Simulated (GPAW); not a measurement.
The system is Os.

```
CELL_PARAMETERS angstrom
2.73410 0.00000 0.00000
-1.36705 2.36780 0.00000
0.00000 0.00000 4.31970
ATOMIC_POSITIONS crystal
Os 0.66667 0.33333 0.75000
Os 0.33333 0.66667 0.25000
```

Base run:

| Quantity | Value |
| --- | --- |
| Program | GPAW 26.7.0 |
| Functional | PBEsol |
| Potentials or basis | PAW data sets generated in the run's folder for this functional |
| Cutoff | 600 eV |
| Basis | pw |
| k mesh | 8 × 8 × 5 |
| Occupations | fermi-dirac, width 0.05 eV |
| Spin | spin-orbit coupling, no magnetisation |

Its results: pressure -5.9 GPa.

Task: After a change of settings the same cell gave: pressure -13.2 GPa. Which change was it?
A. functional from PBEsol to BLYP; spin axis theta (degrees) from 0 to 90
B. functional from PBEsol to LDA; spin from spin-orbit coupling, no magnetisation to no spin polarisation
C. functional from PBEsol to SOGGA

Result: B.

Caveats: spin-orbit coupling was added after a scalar SCF, so levels and gaps hold it while energy, forces, pressure and moments don't (some runs).

Not every run made on this cell is shown here.
